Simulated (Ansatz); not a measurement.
# ZnS: further runs on the relaxed cell

An exercise on one series of results from a longer session: the logs are not shown, and one member is left open.

Program: Ansatz 0.2.0. Level of theory: DFT r2SCAN, scalar-relativistic, plane waves, PAW. These are calculated values, not measurements.

1 further run of the same task is left out (set aside as unsound or not needed).

## The system as given

Symmetry: P6_3mc, No. 186, hexagonal system. The conventional cell has a = 3.807 Å, b = 3.807 Å, c = 6.246 Å, α = 90.00°, β = 90.00°, γ = 120.00°. Zn (site symmetry 3m) has 4 S at 2.33 to 2.34 Å as nearest neighbours. S (site symmetry 3m) has 4 Zn at 2.33 to 2.34 Å as nearest neighbours.

Coordinates:

```
CELL_PARAMETERS angstrom
3.80672 0.00000 0.00000
-1.90336 3.29672 0.00000
0.00000 0.00000 6.24574
ATOMIC_POSITIONS crystal
Zn 0.33333 0.66667 0.00539
Zn 0.66667 0.33333 0.50539
S 0.33333 0.66667 0.37961
S 0.66667 0.33333 0.87961
```

It is the result of an earlier relaxation at this level (volume 19.60 Å³/atom; gap on the mesh: 2.78 eV).

The first run:

File input.yaml:

```yaml
crystal:
  lattice:
    - [3.7682673919, 0.0, 0.0]
    - [-1.884133696, 3.2634152896, 0.0]
    - [0.0, 0.0, 6.1826427163]
  atoms:
    - { symbol: Zn, position: [0.3333333333, 0.6666666667, 0.0053880709] }
    - { symbol: Zn, position: [0.6666666667, 0.3333333333, 0.5053880709] }
    - { symbol: S, position: [0.3333333333, 0.6666666667, 0.3796119291] }
    - { symbol: S, position: [0.6666666667, 0.3333333333, 0.8796119291] }
basis:
  ecutwfc: 500
kpoints:
  mp_grid: { grid: [6, 6, 4] }
hamiltonian:
  xc: r2scan
scf:
  occupations: { method: gaussian, width: 0.02 }
output:
  forces: true
  stress: true
  eigenvalues: true
relax:
  adjacent_minimum: "off"
  f_tol: 0.01
  max_steps: 30
  cell: { stress_tol: 0.1, fix: [volume] }
```

The run is started by

```sh
$ ansatz run input.yaml --threads 1 --pin off --max-ram 2560MiB --backend cpu --events-out ev --progress --plain --runs-dir out
```

Steps of the session up to this table: Point at V/V0 = 0.97; Point at V/V0 = 1.03; The cell scaled to 0.94 of its volume; Point at V/V0 = 1.06; Volume × 0.91; Volume × 1.10; The cell scaled to 0.88 of its volume.

One of the session's tables, all rows but one given; the rest of the session is left out.

It belongs to the step «Energy against volume». 

```
volume (Å³/atom)  energy above the lowest point (meV/atom)  pressure (GPa)  gap on the mesh (eV)
          17.244                                      85.9           13.15                  3.38
          17.832                                      45.4            9.01                  3.22
          18.420                                         ?               ?                     ?
          19.008                                       4.5            2.52                  2.92
          19.596                                       0.0           -0.02                  2.78
          20.183                                       4.2           -2.19                  2.64
          20.771                                      15.7           -4.04                  2.51
          21.555                                      40.6           -6.08                  2.34
```

Estimate the missing values for volume (Å³/atom) = 18.420.

Worked estimate for «energy above the lowest point (meV/atom)». A straight line through the neighbours (17.832, 45.4) and (19.008, 4.5) gives 45.4 + (4.5 − 45.4) × (18.420 − 17.832) / (19.008 − 17.832) = 24.9; a parabola fitted to 4 rows on both sides gives 19.0.

The run gave: energy above the lowest point (meV/atom): 19.0; pressure (GPa): 5.50; gap on the mesh (eV): 3.07. In «energy above the lowest point (meV/atom)» the line misses by +5.9 and the parabola by 0.0.
